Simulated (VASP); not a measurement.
Runs of VASP 6.6.1 on C. Symmetry: Fd-3m, No. 227, cubic system. Conventional cell: a = 3.567 Å, b = 3.567 Å, c = 3.567 Å, α = 90.00°, β = 90.00°, γ = 90.00°. C (site symmetry -43m) has 4 C at 1.54 Å as nearest neighbours. This isn't the form of C at room conditions, which is graphite.

```csv
task,level,cell,k mesh,cutoff (eV),mesh quality,gap on the mesh (eV),pressure (GPa),relaxed volume (Å³/atom)
single point,PBEsol,as given,12 × 12 × 12,520,not flagged,4.04,(b),-
relaxation of cell and atoms,PBEsol,relaxed,12 × 12 × 12,580,not flagged,4.06,0.0,5.62
relaxation of cell and atoms,PBEsol,relaxed,4 × 4 × 4,600,coarse,4.35,0.0,(a)
relaxation of cell and atoms,RPBE,relaxed,12 × 12 × 12,600,not flagged,4.11,0.0,5.77
relaxation of cell and atoms,PBE,relaxed,12 × 12 × 12,600,not flagged,4.14,0.0,5.69
```

Alike in all rows: potentials or basis VASP PAW PBE potentials, release 64 (C); no spin polarisation; smearing gaussian 0.02 eV.

Q: Fill in the values left out.

A: (a) 5.63; (b) -3.8.

Caveats: some runs use coarse meshes; the PAW data sets were made with another functional, which shifts forces and pressure a little (some runs).

A k mesh can miss the band edges.
